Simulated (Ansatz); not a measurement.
**InP: computed DOS**

```cif
data_structure
_symmetry_space_group_name_H-M 'Fm-3m'
_symmetry_Int_Tables_number 225
_cell_length_a 5.7100
_cell_length_b 5.7100
_cell_length_c 5.7100
_cell_angle_alpha 90.000
_cell_angle_beta 90.000
_cell_angle_gamma 90.000
_cell_volume 186.17
loop_
_atom_site_label
_atom_site_type_symbol
_atom_site_symmetry_multiplicity
_atom_site_Wyckoff_symbol
_atom_site_fract_x
_atom_site_fract_y
_atom_site_fract_z
_atom_site_occupancy
In1 In 4 a 0.00000 0.00000 0.00000 1
P1 P 4 b 0.50000 0.00000 0.00000 1
```

The runs use the primitive cell with vectors (0.000, 2.855, 2.855), (2.855, 0.000, 2.855), (2.855, 2.855, 0.000) Å, to which the k mesh refers.

The cell comes from COD entry 1538565, which wasn't checked; take it as a given geometry.

No spin–orbit coupling, which matters for the heavy atoms here.

Level of theory: Ansatz 0.2.0, DFT, LDA, all-electron LAPW, scalar-relativistic.

The runs use a Γ-centred 11×11×11 k mesh, Fermi–Dirac smearing of 0.05 eV, basis error target 1 meV/atom, no spin polarisation.

States per eV and cell, averaged over 0.6 eV, from -9.4 to 3.0 eV, with energies (bin centres) from the Fermi level; empty bins are left out. 

| E (eV) | total |
| --- | --- |
| -9.2 | 1.25 |
| -8.6 | 0.55 |
| -6.2 | 0.11 |
| -5.6 | 0.69 |
| -5.0 | 1.14 |
| -4.4 | 0.84 |
| -3.8 | 0.48 |
| -3.2 | 0.74 |
| -2.6 | 0.88 |
| -2.0 | 1.30 |
| -1.4 | 1.33 |
| -0.8 | 1.34 |
| -0.2 | 1.43 |
| 0.4 | 0.46 |
| 1.0 | 0.50 |
| 1.6 | 0.93 |
| 2.2 | 0.93 |
| 2.8 | 0.23 |
